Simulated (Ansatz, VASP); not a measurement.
# TiC in VASP and in Ansatz

```
Ti C
1.0
     0.00000    2.16387    2.16387
     2.16387    0.00000    2.16387
     2.16387    2.16387    0.00000
Ti C
1 1
Direct
  0.00000 0.00000 0.00000
  0.50000 0.50000 0.50000
```

Alike in both runs: functional r2SCAN; k mesh 22 × 22 × 22; occupations gaussian, width 0.1 eV; no spin polarisation.

Ansatz relaxed the structure, and its values are those at the end. VASP's run is a single point on that final structure, the one shown.

|  | VASP | Ansatz |
| --- | --- | --- |
| version | VASP 6.6.1 | Ansatz 0.2.0 |
| potentials or method | VASP PAW PBE potentials, release 64 (Ti_sv, C) | scalar-relativistic, plane waves, PAW |
| plane-wave cutoff (eV) | 520 | 500 |
| valence electrons in the cell | 16 | 16 |

Ansatz gave:

* gap on the k mesh at the Fermi level (eV): none
* pressure (GPa): 0.0

Q: What did VASP give for the same quantities?

A: gap on the k mesh at the Fermi level (eV): none; pressure (GPa): 0.9.

A gap of «none» marks a metal or a gap that the smearing closes.

Caveats: the PAW data sets were made with another functional, which shifts forces and pressure a little (VASP).
